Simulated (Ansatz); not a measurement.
# ZrO₂: how the free axis answers a strain

ZrO₂, P4_2/nmc, a = 3.601 Å, c = 5.228 Å. This isn't the usual stable structure of the compound. Ansatz: r2SCAN, PAW, 500 eV, Γ-centred 6×6×6 mesh on 6 atoms, Gaussian smearing 0.02 eV; no spin polarisation. Series: biaxial strain in the a-b plane, c and atoms relaxed; x is the strain in per cent. y is the change of c in per cent of 5.228 Å.

| x (%) | y (%) |
| --- | --- |
| -4.5 | ? |
| -3.0 | 1.56 |
| -1.5 | 0.70 |
| 0.0 | 0.00 |
| 1.5 | -0.57 |
| 3.0 | -1.07 |
| 4.5 | -1.43 |

Fit y = c1 x + c2 x² to the other rows, say what c1 measures, and predict the missing y.

Least squares on the rows shown. y = −0.4365 x + 0.02665 x². With no stress along c, c1 = −2C13/C33 = -0.436. At x = -4.5 the fit asked for gives 2.50 %. The run gave 2.63 %, so the fit is 0.13 % too low, 3.2 % of the span of the series, against an rms of 0.01 % on the fitted rows. The row lies outside the fitted range. With a term in x³ added, a fit to the same known rows predicts 2.56 %, which recovers part of the miss; the known rows don't hold the rest.